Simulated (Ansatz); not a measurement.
⁷³Ge NMR of the central transition in Ge₃N₄

Cell: a computed structure from the Materials Project (it need not be an observed phase), its atoms then relaxed with PBE in this cell.

```
Ge N
1.0
     8.05093    0.00000    0.00000
    -4.02547    6.97231    0.00000
     0.00000    0.00000    3.08352
Ge N
6 8
Cartesian
  5.7363 1.6587 2.3126
  1.4316 5.7971 0.7709
  0.2792 2.8339 0.7709
  3.7463 4.1384 2.3126
  2.5939 1.1752 2.3126
  -1.7108 5.3136 0.7709
  4.0255 2.3241 2.3126
  0.0000 4.6482 0.7709
  1.4705 6.7985 2.3126
  2.8985 4.6727 0.7709
  6.6229 2.1257 0.7709
  -2.5974 4.8466 2.3126
  2.5550 0.1739 0.7709
  1.1269 2.2996 2.3126
```

Atom numbers follow the list; atoms alike are taken as one site, whose name carries the number of the first.

All values are calculated (Ansatz; DFT, PBE, plane waves and PAW, scalar-relativistic, 420 eV cutoff, Γ-centred 4×4×9 k-points, Fermi–Dirac smearing 0.02 eV), not measured.

⁷³Ge has I = 9/2 and Q = -196.0 mb (Pyykkö 2018); at 11.7 T its Larmor frequency is ν₀ = 17.4 MHz. Only the quadrupole interaction is simulated: positions count from each site's isotropic chemical shift, and J coupling is left out, as are shift anisotropy and dipolar coupling, which fast spinning averages.

Q: What does the ⁷³Ge spectrum (fast magic-angle spinning) show for each site?

A: 

| site | first shell | C_Q (MHz) | η | P_Q (MHz) | δ_QIS (ppm) | breadth (kHz) |
| --- | --- | --- | --- | --- | --- | --- |
| Ge | 4 N at 1.84–1.85 Å | -12.6 | 0.45 | 13.0 | -777 | 31.4 |

δ_QIS = −(ν_Q²/30ν₀²)[I(I+1) − 3/4](1 + η²/3) × 10⁶ ppm with ν_Q = 3|C_Q|/[2I(2I−1)]; it falls as 1/B₀² in ppm, and the breadth as 1/B₀ in kHz.

The broadest static pattern spans 93 kHz. The table holds for spinning faster than that; slower spinning leaves sidebands.

At this cell the PBE pressure is 5 GPa, so with PBE the cell would grow if it were relaxed. The entry's cell may itself be off.
